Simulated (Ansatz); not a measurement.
The calculation used DFT PBE, scalar-relativistic, plane waves, PAW (Ansatz). All cells share a 420 eV cutoff and Γ-centred k meshes spaced at most about 0.3 Å⁻¹ (about 0.25 or finer for metals, 2π included). No spin polarisation.

Each guess is relaxed in cell and atoms at zero pressure, on a coarse mesh first where it starts far from rest and then on a converged one. The steps can't lower the symmetry of the start, but it can rise. Energies are static (0 K, no zero-point motion).

Two unrelaxed guesses for Hf2Si3:

A.

```
Hf Si
1.0
     3.73229    0.00000    0.00000
    -1.86614    3.23226    0.00000
     0.00000    0.00000    7.05293
Hf Si
2 3
Direct
  0.00000 0.00000 0.71764
  0.00000 0.00000 0.28236
  0.33333 0.66667 0.00000
  0.66667 0.33333 0.00000
  0.00000 0.00000 0.00000
```

B.

```
Hf Si
1.0
     2.65962   -2.66963    0.00000
     2.65962    2.66963    0.00000
     0.00000    0.00000    5.89546
Hf Si
2 3
Direct
  0.00000 0.50000 0.00000
  0.50000 0.00000 0.00000
  0.00000 0.00000 0.18232
  0.00000 0.00000 0.81768
  0.50000 0.50000 0.50000
```

Problem. Where do they end, and which end is lower?

Solution. B ends lower, by 0.88 eV/atom. A: P6/mmm at 17.0 Å³/atom → P6/mmm at 23.3 Å³/atom; B: Cmmm at 16.7 Å³/atom → P4/mmm at 20.4 Å³/atom. Counting Si atoms around Hf (those within 1.25 times the shortest such distance or 1.15 times the sum of covalent radii), the end of A has Hf 1 and the end of B has Hf 4. The end of A holds Si–Si nets (shortest 2.39 Å); the end of B holds Si–Si chains (shortest 2.21 Å). End of A. Conventional cell: a = 4.144 Å, c = 7.833 Å. Hf is surrounded by 1 Si at 2.48 Å and 1 Hf at 2.88 Å; Si on a site of symmetry -6m2 is surrounded by 6 Si at 2.39 Å; around Si on a site of symmetry 6/mmm lie 6 Si at 2.39 Å and 2 Hf at 2.48 Å. End of B. Conventional cell: a = 4.680 Å, c = 4.662 Å. Hf has 4 Si at 2.64 Å, 4 Si at 3.30 Å and 4 Hf at 3.31 Å; around Si on a site of symmetry 4mm lie 1 Si at 2.21 Å, 1 Si at 2.45 Å, 4 Hf at 2.64 Å and 4 Si at 3.49 Å; around Si on a site of symmetry 4/mmm lie 8 Hf at 3.30 Å and 8 Si at 3.49 Å.

Ends held by symmetry can be saddle points. Neither end is the lowest form computed: that has the La2O3 (A sesquioxide) type, space group P-3m1 (No. 164) and lies 0.78 eV/atom below the better end. Even the lowest of the cells shown lies +0.26 eV/atom against the elements. These runs have no spin–orbit coupling, which can matter for Hf. Some types were kept out of the candidates beforehand, so the set may lack a known form.
